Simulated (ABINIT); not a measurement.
A run of ABINIT 10.8.3 (patched build) is set up as follows.

run.abi

```
# Pseudopotentials
pp_dirpath "./"
pseudos "Al.GGA_PBE-JTH.xml"

# Structure
acell 3*1.0 Angstrom
rprim
     2.7217600000     0.0000000000     0.0000000000
     0.0000000000     2.7217600000     0.0000000000
     0.0000000000     0.0000000000     2.7217600000
ntypat 1
znucl 13
natom 1
typat 1
xred
     0.0000000000     0.0000000000     0.0000000000

# Plane-wave basis
ecut 18.0
pawecutdg 36.0
pawxcdev 0

# k points
kptopt 1
ngkpt 10 10 10
nshiftk 1
shiftk 0.0 0.0 0.0

# Exchange and correlation
ixc 15

# Bands and occupations
nband 6
occopt 3
tsmear 0.05 eV

# SCF cycle
nstep 100
tolvrs 1.0e-9

# Output
iomode 3
prtwf 0
prtden 0
prteig 0
prtebands 0
```

Potentials or basis: JTH PAW PBE v2.0.

Run with:

```console
$ abinit run.abi > log 2>&1
```

(1) What does it give for the pressure?

(2) Estimate the band gap on the k mesh.

Results:

(1) 1.2 GPa.

(2) none (metal or under the smearing width).

Caveat: the PAW data sets were made with another functional, which shifts forces and pressure a little.
